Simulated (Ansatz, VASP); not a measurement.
## Two plane-wave programs on KBr

```xyz
2
Lattice="0.0000 3.2829 3.2829 3.2829 0.0000 3.2829 3.2829 3.2829 0.0000" Properties=species:S:1:pos:R:3 pbc="T T T"
K     0.0000    0.0000    0.0000
Br    3.2829    3.2829    3.2829
```

Alike in both runs: functional PBE; dispersion D3(BJ); k mesh 6 × 6 × 6; occupations gaussian, width 0.02 eV; no spin polarisation.

Ansatz relaxed the structure, and its values are those at the end. VASP's run is a single point on that final structure, the one shown.

|  | VASP | Ansatz |
| --- | --- | --- |
| version | VASP 6.6.1 | Ansatz 0.2.0 |
| potentials or method | VASP PAW PBE potentials, release 64 (K_sv, Br) | scalar-relativistic, plane waves, PAW |
| plane-wave cutoff (eV) | 520 | 420 |
| valence electrons in the cell | 16 | 16 |

|  | VASP | Ansatz | Ansatz less VASP |
| --- | --- | --- | --- |
| gap on the k mesh at the Fermi level (eV) | 4.48 | 4.48 | +0.002 |
| least direct gap on the mesh (eV) | 4.48 | 4.48 | +0.002 |
| pressure (GPa) | 0.0 | 0.0 | -0.04 |
